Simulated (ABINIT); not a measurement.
Wanted: the native input for an ABINIT 10.8.3 (patched build) run.

| Quantity | Value |
| --- | --- |
| Task | single point |
| Functional | LDA |
| Potentials or basis | JTH PAW PBE v2.0 |
| Cutoff | 626 eV |
| k mesh | 13 × 13 × 13 |
| Occupations | fermi-dirac, width 0.05 eV |
| Spin | no spin polarisation |
| Fine-grid cutoff | 1224.51 eV |

C:

```xyz
2
Lattice="0.0000 1.7834 1.7834 1.7834 0.0000 1.7834 1.7834 1.7834 0.0000" Properties=species:S:1:pos:R:3 pbc="T T T"
C     2.6751    2.6751    2.6751
C     1.7834    1.7834    1.7834
```

This isn't the form of C at room conditions, which is graphite.

The input as run:

run.abi

```
# Pseudopotentials
pp_dirpath "./"
pseudos "C.GGA_PBE-JTH.xml"

# Structure
acell 3*1.0
rprim
     0.0000000000     3.3700808789     3.3700808789
     3.3700808789     0.0000000000     3.3700808789
     3.3700808789     3.3700808789     0.0000000000
ntypat 1
znucl 6
natom 2
typat 1 1
xred
     0.7500000000     0.7500000000     0.7500000000
     0.5000000000     0.5000000000     0.5000000000

# Plane-wave basis
ecut 23.0
pawecutdg 45.0

# k points
kptopt 1
ngkpt 13 13 13
nshiftk 1
shiftk 0.0 0.0 0.0

# Exchange and correlation
ixc 7

# Bands and occupations
nband 8
occopt 3
tsmear 0.00183747

# SCF cycle
nstep 100
tolvrs 1.0e-9

# Output
iomode 3
prtwf 0
prtden 0
prteig 0
prtebands 0
enunit 1
```

Potentials or basis: JTH PAW PBE v2.0.

The run is started by

```sh
$ abinit run.abi > log 2>&1
```

It gave:

The pressure is -13.5 GPa. The band gap on the k mesh is 4.11 eV, indirect (least direct gap 5.55 eV).

Caveat: the PAW data sets were made with another functional, which shifts forces and pressure a little; an odd mesh through Γ misses points on the zone boundary, where band edges often lie; the atomic spheres overlap.

Run time: 7.1 s on 1 thread of Arm Neoverse V1 (shared host), peak memory 0.06 GiB.
